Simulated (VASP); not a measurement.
Input of a VASP 6.6.1 run:

Contents of INCAR:

```
SYSTEM = Te2Pt
  ALGO = Normal
  EDIFF = 1E-7
  EDIFFG = -0.005
  ENCUT = 600
  GGA = PE
  IBRION = 2
  ISIF = 3
  ISMEAR = 1
  IVDW = 12
  KPAR = 4
  LASPH = .True.
  LCHARG = .False.
  LREAL = .False.
  LWAVE = .False.
  NELM = 80
  NSW = 90
  PREC = Accurate
  SIGMA = 0.1
```

File KPOINTS:

```
k-points
0
Gamma
  12 12 7
  0 0 0
```

File POSCAR:

```
Te2Pt                                   
1.0
    4.0518917709      0.0000000000      0.0000000000
   -2.0259458854      3.5090412070      0.0000000000
    0.0000000000      0.0000000000      5.0731660974
  Te              Pt            
     2     1
Direct
     0.3333333332999970    0.6666666667000030    0.2678628109573631
     0.6666666667000030    0.3333333332999970    0.7321371890426371
     0.0000000000000000    0.0000000000000000    1.0000000000000000
```

Potentials or basis: VASP PAW PBE potentials, release 64 (Te, Pt).

The run is started by

```bash
$ cat potpaw_PBE.64/Te/POTCAR potpaw_PBE.64/Pt/POTCAR > POTCAR
$ mpirun -np 4 vasp_std > vasp.out
```

(1) Predict the dispersion energy per atom.

(2) Estimate the relaxed volume.

(3) Predict the band gap on the k mesh.

## Answers

(1) -0.568 eV.

(2) 24.05 Å³/atom.

(3) none (metal or under the smearing width).

Caveat: pairwise dispersion overbinds metals, which lowers pressure and volume.
